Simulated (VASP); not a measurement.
Input of a VASP 6.6.1 run:

File INCAR:

```
  PREC = Accurate
  ENCUT = 600
  EDIFF = 1E-6
  ISMEAR = -1
  SIGMA = 0.05
  LREAL = F
  LASPH = T
  NELM = 150
  ALGO = Normal
  ISIF = 3
  LWAVE = F
  LCHARG = F
  ISPIN = 2
  MAGMOM = 1 0
  LORBIT = 11
  LMAXMIX = 4
  GGA = MK
  LUSE_VDW = T
  AGGAC = 0.0
  PARAM1 = 0.1234
  PARAM2 = 1.0
  IBRION = 2
  NSW = 60
  EDIFFG = -0.02
```

File KPOINTS:

```
Automatic mesh
0
Gamma
  11 11 11
```

Contents of POSCAR:

```
NiO
1.0
    0.0000000000      2.0859016414      2.0859016414
    2.0859016414      0.0000000000      2.0859016414
    2.0859016414      2.0859016414      0.0000000000
Ni O
1 1
Direct
    0.0000000000      0.0000000000      0.0000000000
    0.5000000000      0.5000000000      0.5000000000
```

Potentials or basis: VASP PAW PBE potentials, release 64 (Ni, O).

Launch:

```bash
$ cat potpaw_PBE.64/Ni/POTCAR potpaw_PBE.64/O/POTCAR > POTCAR
$ mpirun -np 1 vasp_std > vasp.out
```

(1) Estimate the net moment.

(2) Estimate the relaxed cell.

Answers

(1) 1.31 μB per cell.

(2) a = 2.935 Å, b = 2.935 Å, c = 2.935 Å, α = 60.00°, β = 60.00°, γ = 60.00°.

Caveat: a cell with one magnetic atom can't hold antiferromagnetic order, which such compounds often take.
